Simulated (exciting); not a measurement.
Crystal: Fe.

```xyz
1
Lattice="0.0000 1.9417 1.9651 1.4984 0.0000 1.9651 1.4984 1.9417 0.0000" Properties=species:S:1:pos:R:3 pbc="T T T"
Fe    0.0000    0.0000    0.0000
```

Base run:

| Item | Value |
| --- | --- |
| Program | exciting (release sodium) |
| Functional | AM05 |
| Potentials or basis | all-electron LAPW+lo, shipped species files, valence relativity iora* |
| rgkmax | 8 |
| k mesh | 13 × 13 × 13 |
| Occupations | gaussian, width 0.136 eV |
| Spin | collinear spin, ferromagnetic start |

Its results: band gap on the k mesh none (metal or under the smearing width); net moment 2.23 μB per cell; site moments Fe +2.24 μB.

The run is repeated on the same cell with these changes: functional from AM05 to WC; occupations from gaussian, width 0.136 eV to fermi-dirac, width 0.01 eV. What comes out?

Band gap on the k mesh none (metal or under the smearing width); net moment 2.13 μB per cell; site moments Fe +2.15 μB.
